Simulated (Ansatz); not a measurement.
# BN: the cost of one run

Program: Ansatz 0.2.0, driven from Python. Level of theory: DFT LDA, all-electron LAPW. These are calculated values, not measurements.

## 1. Starting point

The structure is triclinic, space group P1 (No. 1). The conventional cell has a = 2.508 Å, b = 2.508 Å, c = 3.274 Å, α = 101.11°, β = 101.11°, γ = 119.81°. Around B (site symmetry 1) lie 3 N at 1.40 to 1.52 Å. N (site symmetry 1) is surrounded by 3 B at 1.40 to 1.52 Å.

No structure file is read: the coordinates are typed or built in the script.

## 2. The code

run_eos_lapw.py

```python
import warnings

import ansatz
from ase.eos import EquationOfState
from ase.units import GPa
import numpy as np

vectors0 = np.array([
    [2.50804, 0.0, 0.0],
    [-1.24671, 2.17623, 0.0],
    [-0.63067, -1.08812, 3.02254],
])
sites = [
    ('B', (0.97964, 0.9835, 0.00181)),
    ('N', (0.66851, 0.33238, 0.985)),
]


def build(cell):
    crystal = ansatz.Crystal(lattice=ansatz.Lattice.of(cell))
    for symbol, position in sites:
        crystal = crystal.atom(symbol, position)
    return crystal


def main() -> None:
    warnings.simplefilter('ignore', ansatz.DeckWarning)

    volumes, energies = [], []
    for scale in np.linspace(0.94, 1.06, 5):
        cell = vectors0 * scale ** (1 / 3)
        base = (
            build(cell).calculation()
            .functional('lda')
            .occupations(ansatz.OccupationsMethod.FIXED)
            .kpoints(10, 10, 6)
            .pseudopotentials('all_electron', lapw=True)
        )
        r = base.run(threads=1, backend='cpu').report
        volumes.append(abs(np.linalg.det(cell)) / len(sites))
        energies.append(r['free_energy_ev'] / len(sites))
        print(f'{scale:.3f} {volumes[-1]:9.4f} A^3/atom {energies[-1]:16.5f} eV/atom  (estimated basis error {1000 * r["lapw_basis_errors"]["total_ev_per_atom"]:.2f} meV/atom)')
    v0, e0, bulk = EquationOfState(volumes, energies, eos='birchmurnaghan').fit()
    print(f'V0 = {v0:.4f} A^3/atom, B0 = {bulk / GPa:.1f} GPa')


if __name__ == '__main__':
    main()
```

## 3. The calls as engine input

The engine receives this input (first run):

```yaml
crystal:
  lattice:
    - [2.456841144102977, 0.0, 0.0]
    - [-1.2212597975967776, 2.1318046773700665, 0.0]
    - [-0.6177955711836431, -1.0659072366155768, 2.960838197037133]
  atoms:
    - { symbol: B, position: [0.97964, 0.9835, 0.00181] }
    - { symbol: "N", position: [0.66851, 0.33238, 0.985] }
kpoints:
  mp_grid:
    grid: [10, 10, 6]
hamiltonian:
  xc: lda
  pseudopotentials:
    kind: all_electron
    lapw: {}
scf:
  occupations:
    method: fixed
```

## 4. The run

Run with:

```
python run_eos_lapw.py
```

Q: Estimate wall time and peak memory on 1 thread of Intel Xeon Platinum 8375C at 2.90GHz (Ice Lake), shared host.

About 4.5 min, with a peak of 0.77 GiB.
